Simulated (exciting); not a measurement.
# MgS (F-43m) in exciting: further runs

One crystal, MgS, is run at these levels: LDA; tasks: single point.

All numbers are computed with exciting (release sodium); they aren't measurements. Logs are shortened: lines on timing, memory, paths and dates and some standing lists are left out, and cuts for length are marked.

### 1 The structure

Symmetry: F-43m, No. 216, cubic system. The conventional cell has a = 5.666 Å, b = 5.666 Å, c = 5.666 Å, α = 90.00°, β = 90.00°, γ = 90.00°. S (site symmetry -43m) is surrounded by 4 Mg at 2.45 Å. Around Mg (site symmetry -43m) lie 4 S at 2.45 Å.

The cell comes from a database or a generator and needn't be the stable form of this composition.

### 2 Single point, LDA

input.xml reads:

```xml
<input>
  <title>MgS</title>
  <structure speciespath="./" tshift="false">
    <crystal scale="1">
      <basevect>0.000000000000 5.353820966639 5.353820966639</basevect>
      <basevect>5.353820966639 0.000000000000 5.353820966639</basevect>
      <basevect>5.353820966639 5.353820966639 0.000000000000</basevect>
    </crystal>
    <species speciesfile="S.xml" rmt="1.9">
      <atom coord="0.250000000000 0.250000000000 0.250000000000"/>
    </species>
    <species speciesfile="Mg.xml" rmt="2">
      <atom coord="0.000000000000 0.000000000000 0.000000000000"/>
    </species>
  </structure>
  <groundstate do="fromscratch" ngridk="5 5 5" rgkmax="6.5" gmaxvr="14" lmaxapw="10" lmaxmat="10" lmaxvr="8" xctype="LDA_PW" stype="Gaussian" swidth="0.00036749" nempty="10" ValenceRelativity="iora*" epsengy="1e-05" epspot="1e-05" maxscl="60" tforce="true" outputlevel="low"/>
</input>
```

Potentials or basis: all-electron LAPW+lo, shipped species files, valence relativity iora*.

Command:

```bash
$ OMP_NUM_THREADS=1 exciting_smp
```

INFO.OUT:

```text
================================================================================
EXCITING SODIUM started
[... 10 lines left out ...]

 Lattice vectors (cartesian) :
      0.0000000000      5.3538209666      5.3538209666
      5.3538209666      0.0000000000      5.3538209666
      5.3538209666      5.3538209666      0.0000000000

 Reciprocal lattice vectors (cartesian) :
     -0.5867944919      0.5867944919      0.5867944919
      0.5867944919     -0.5867944919      0.5867944919
      0.5867944919      0.5867944919     -0.5867944919

 Unit cell volume                           :     306.9174124705
 Brillouin zone volume                      :       0.8081985686

 Species :    1 (S)
     parameters loaded from                 :    S.xml
     name                                   :    sulphur

     atomic positions (lattice) :
       1 :   0.25000000  0.25000000  0.25000000

 Species :    2 (Mg)
     parameters loaded from                 :    Mg.xml
     name                                   :    magnesium

     atomic positions (lattice) :
       1 :   0.00000000  0.00000000  0.00000000

 Total number of atoms per unit cell        :       2

 Spin treatment                             :    spin-unpolarised

 Number of Bravais lattice symmetries       :      48
 Number of crystal symmetries               :      24

 k-point grid                               :       5    5    5
 Total number of k-points                   :      14
 k-point set is reduced with crystal symmetries

 R^MT_min * |G+k|_max (rgkmax)              :       6.50000000

 G-vector grid sizes                        :      36    36    36
 Total number of G-vectors                  :   14211

 Total nuclear charge                       :     -28.00000000
 Total electronic charge                    :      28.00000000

 Number of empty states                     :      10
 Total number of valence states             :      19

 Exchange-correlation type                  :       3
     Perdew-Wang, Phys. Rev. B 45, 13244 (1992)

 Smearing scheme                            :    Gaussian
 Smearing width                             :       0.00036749

++++++++++++++++++++++++++++++++++++++++++++++++++++++++++++++++++++++++++++++++
+ Ending initialization                                                        +
++++++++++++++++++++++++++++++++++++++++++++++++++++++++++++++++++++++++++++++++

********************************************************************************
* Groundstate module started                                                   *
********************************************************************************
 Output level for this task is set to low

++++++++++++++++++++++++++++++++++++++++++++++++++++++++++++++++++++++++++++++++
[... 5 lines left out ...]
+ SCF iteration number :    1                                                  +
++++++++++++++++++++++++++++++++++++++++++++++++++++++++++++++++++++++++++++++++
 Total energy                               :      -599.71985226
 _______________________________________________________________
 Fermi energy                               :         0.07970646
 DOS at Fermi energy (states/Ha/cell)       :         0.00000000
 Electron charge: Core leakage              :         0.00052257

 Estimated fundamental gap                  :         0.14784296
        valence-band maximum at    1      0.0000  0.0000  0.0000
     conduction-band minimum at    1      0.0000  0.0000  0.0000

++++++++++++++++++++++++++++++++++++++++++++++++++++++++++++++++++++++++++++++++
+ SCF iteration number :    2                                                  +
++++++++++++++++++++++++++++++++++++++++++++++++++++++++++++++++++++++++++++++++
 Total energy                               :      -598.39286886
 _______________________________________________________________
 Fermi energy                               :         0.09316291
 DOS at Fermi energy (states/Ha/cell)       :         0.00000000
 Electron charge: Core leakage              :         0.00053271

 Estimated fundamental gap                  :         0.13167903
        valence-band maximum at    1      0.0000  0.0000  0.0000
     conduction-band minimum at    1      0.0000  0.0000  0.0000

 RMS change in effective potential (target) :  0.272288E-01  ( 0.100000E-04)
 Absolute change in total energy   (target) :   1.32698      ( 0.100000E-04)
 Charge distance                   (target) :  0.114056E-01  ( 0.100000E-04)
 Abs. change in max-nonIBS-force   (target) :   0.00000      ( 0.500000E-04)

++++++++++++++++++++++++++++++++++++++++++++++++++++++++++++++++++++++++++++++++
+ SCF iteration number :    3                                                  +
++++++++++++++++++++++++++++++++++++++++++++++++++++++++++++++++++++++++++++++++
 Total energy                               :      -597.79005642
 _______________________________________________________________
 Fermi energy                               :         0.10005858
 DOS at Fermi energy (states/Ha/cell)       :         0.00000000
 Electron charge: Core leakage              :         0.00053536

 Estimated fundamental gap                  :         0.12349103
        valence-band maximum at    1      0.0000  0.0000  0.0000
     conduction-band minimum at    1      0.0000  0.0000  0.0000

 RMS change in effective potential (target) :  0.115728E-01  ( 0.100000E-04)
 Absolute change in total energy   (target) :  0.602812      ( 0.100000E-04)
 Charge distance                   (target) :  0.587368E-02  ( 0.100000E-04)
 Abs. change in max-nonIBS-force   (target) :   0.00000      ( 0.500000E-04)
[... 127 lines left out ...]
++++++++++++++++++++++++++++++++++++++++++++++++++++++++++++++++++++++++++++++++
+ SCF iteration number :   11                                                  +
++++++++++++++++++++++++++++++++++++++++++++++++++++++++++++++++++++++++++++++++
 Total energy                               :      -597.62761838
 _______________________________________________________________
 Fermi energy                               :         0.10533927
 DOS at Fermi energy (states/Ha/cell)       :         0.00000000
 Electron charge: Core leakage              :         0.00052793

 Estimated fundamental gap                  :         0.11635825
        valence-band maximum at    1      0.0000  0.0000  0.0000
     conduction-band minimum at    1      0.0000  0.0000  0.0000

 RMS change in effective potential (target) :  0.116481E-07  ( 0.100000E-04)
 Absolute change in total energy   (target) :  0.338773E-05  ( 0.100000E-04)
 Charge distance                   (target) :  0.154540E-07  ( 0.100000E-04)
 Abs. change in max-nonIBS-force   (target) :   0.00000      ( 0.500000E-04)

++++++++++++++++++++++++++++++++++++++++++++++++++++++++++++++++++++++++++++++++
+ SCF iteration number :   12                                                  +
++++++++++++++++++++++++++++++++++++++++++++++++++++++++++++++++++++++++++++++++
 Total energy                               :      -597.62761868
 _______________________________________________________________
 Fermi energy                               :         0.10533927
 DOS at Fermi energy (states/Ha/cell)       :         0.00000000
 Electron charge: Core leakage              :         0.00052793

 Estimated fundamental gap                  :         0.11635825
        valence-band maximum at    1      0.0000  0.0000  0.0000
     conduction-band minimum at    1      0.0000  0.0000  0.0000

 RMS change in effective potential (target) :  0.888523E-09  ( 0.100000E-04)
 Absolute change in total energy   (target) :  0.295917E-06  ( 0.100000E-04)
 Charge distance                   (target) :  0.152144E-08  ( 0.100000E-04)
 Abs. change in max-nonIBS-force   (target) :   0.00000      ( 0.500000E-04)

++++++++++++++++++++++++++++++++++++++++++++++++++++++++++++++++++++++++++++++++
| Convergency criteria checked for the last 2 iterations                       +
| Convergence targets achieved. Performing final SCF iteration                 +
++++++++++++++++++++++++++++++++++++++++++++++++++++++++++++++++++++++++++++++++
 Total energy                               :      -597.62761871
 _______________________________________________________________
 Fermi energy                               :         0.10533927
 DOS at Fermi energy (states/Ha/cell)       :         0.00000000
 Electron charge: Core leakage              :         0.00052793

 Estimated fundamental gap                  :         0.11635825
        valence-band maximum at    1      0.0000  0.0000  0.0000
     conduction-band minimum at    1      0.0000  0.0000  0.0000

++++++++++++++++++++++++++++++++++++++++++++++++++++++++++++++++++++++++++++++++
+ Self-consistent loop stopped                                                 +
++++++++++++++++++++++++++++++++++++++++++++++++++++++++++++++++++++++++++++++++
 STATE.OUT is written

--------------------------------------------------------------------------------
- Writing atomic positions and forces                                          -
--------------------------------------------------------------------------------

 Atomic positions (lattice) :
 atom     1   S  :     0.25000000    0.25000000    0.25000000
 atom     2  Mg  :     0.00000000    0.00000000    0.00000000

 Total atomic forces including IBS (cartesian) :
 atom     1   S  :     0.00000000   -0.00000000   -0.00000000
 atom     2  Mg  :    -0.00000000    0.00000000    0.00000000

 Atomic force components including IBS (cartesian) :
 atom     1   S  :    -0.00000000   -0.00000000    0.00000000   HF force
                 :    -0.00000000    0.00000000    0.00000000   core correction
                 :     0.00000000   -0.00000000    0.00000000   IBS correction
 atom     2  Mg  :     0.00000000    0.00000000   -0.00000000   HF force
                 :     0.00000000   -0.00000000   -0.00000000   core correction
                 :    -0.00000000    0.00000000   -0.00000000   IBS correction

********************************************************************************
* Groundstate module stopped                                                   *
********************************************************************************

================================================================================
| EXCITING SODIUM stopped                                                      =
================================================================================
```

It took 18 s on 1 thread of Intel Xeon Platinum 8375C at 2.90GHz (Ice Lake), shared host; peak memory 0.14 GiB.

What came out:

```
Free energy            : -16262.2760 eV
Band gap on the k mesh : 3.17 eV, direct
```

### 3 Single point, LDA

input.xml reads:

```xml
<input>
  <title>MgS</title>
  <structure speciespath="./" tshift="false">
    <crystal scale="1">
      <basevect>0.000000000000 5.353820966639 5.353820966639</basevect>
      <basevect>5.353820966639 0.000000000000 5.353820966639</basevect>
      <basevect>5.353820966639 5.353820966639 0.000000000000</basevect>
    </crystal>
    <species speciesfile="S.xml" rmt="1.9">
      <atom coord="0.250000000000 0.250000000000 0.250000000000"/>
    </species>
    <species speciesfile="Mg.xml" rmt="2">
      <atom coord="0.000000000000 0.000000000000 0.000000000000"/>
    </species>
  </structure>
  <groundstate do="fromscratch" ngridk="5 5 5" rgkmax="6.5" gmaxvr="14" lmaxapw="10" lmaxmat="10" lmaxvr="8" xctype="LDA_PW" stype="Gaussian" swidth="0.00099223" nempty="10" ValenceRelativity="iora*" epsengy="1e-05" epspot="1e-05" maxscl="60" tforce="true" outputlevel="normal"/>
  <properties>
    <chargedensityplot>
      <plot3d>
        <box grid="21 21 21">
          <origin coord="0 0 0"/>
          <point coord="1 0 0"/>
          <point coord="0 1 0"/>
          <point coord="0 0 1"/>
        </box>
      </plot3d>
    </chargedensityplot>
    <elfplot>
      <plot3d>
        <box grid="21 21 21">
          <origin coord="0 0 0"/>
          <point coord="1 0 0"/>
          <point coord="0 1 0"/>
          <point coord="0 0 1"/>
        </box>
      </plot3d>
    </elfplot>
    <exccplot>
      <plot3d>
        <box grid="21 21 21">
          <origin coord="0 0 0"/>
          <point coord="1 0 0"/>
          <point coord="0 1 0"/>
          <point coord="0 0 1"/>
        </box>
      </plot3d>
    </exccplot>
  </properties>
</input>
```

Potentials or basis: all-electron LAPW+lo, shipped species files, valence relativity iora*.

Command:

```bash
$ OMP_NUM_THREADS=1 exciting_smp
```

It took 38 s on 1 thread of Arm Neoverse V1, shared host; peak memory 0.14 GiB.

The run converged. Its results:

```
Free energy                                       : -16262.2760 eV
Band gap on the k mesh                            : 3.17 eV, direct
All electrons inside the program's atomic spheres : S 13.61; Mg 10.32 (radii S 1.9, Mg 2.0 bohr)
```

Levels at points of the mesh, in eV from the valence-band top:
```
           k point  band 6  band 7  band 8  band 9  band 10  band 11
(0.00, 0.00, 0.00)    0.00    0.00    0.00    3.17     7.76     7.76
```
